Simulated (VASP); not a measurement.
Input of a VASP 6.6.1 run:

INCAR

```
ALGO     = Normal         # electronic algorithm
EDIFF    = 1E-7           # SCF threshold, eV
EDIFFG   = -0.005         # ionic threshold
ENCUT    = 600            # plane-wave cutoff, eV
GGA      = CA             # functional
IBRION   = 2              # ionic algorithm
ISIF     = 3              # what is computed and relaxed
ISMEAR   = 0              # smearing method
LASPH    = True           # aspherical terms in the spheres
LCHARG   = False          # write CHGCAR
LREAL    = False          # projectors in reciprocal space
LWAVE    = False          # write WAVECAR
NELM     = 80             # most SCF steps
NSW      = 90             # ionic steps
PREC     = Accurate       # precision mode
SIGMA    = 0.03           # smearing width, eV
```

File KPOINTS:

```
k-points
0
Gamma
  10 10 10
```

File POSCAR:

```
BAs                                     
1.0
    0.0000000000      2.3711456976      2.3711456976
    2.3711456976     -0.0000000000      2.3711456976
    2.3711456976      2.3711456976      0.0000000000
  B               As            
     1     1
Direct
     0.0000000000000000    0.0000000000000000    0.0000000000000000
     0.2500000000000000    0.2500000000000000    0.2500000000000000
```

Potentials or basis: VASP PAW LDA potentials, release 64 (B, As).

Command:

```sh
$ cat potpaw_LDA.64/B/POTCAR potpaw_LDA.64/As/POTCAR > POTCAR
$ mpirun -np 1 vasp_std > vasp.out
```

Question: Estimate the band gap on the k mesh.

Answer: 1.10 eV, indirect (least direct gap 3.28 eV).

Final structure:
```
CELL_PARAMETERS angstrom
0.00000 2.37115 2.37115
2.37115 0.00000 2.37115
2.37115 2.37115 0.00000
ATOMIC_POSITIONS crystal
B 0.00000 0.00000 0.00000
As 0.25000 0.25000 0.25000
```

Caveat: the relaxation stopped at its first step, so nothing moved. A k mesh can miss the band edges.
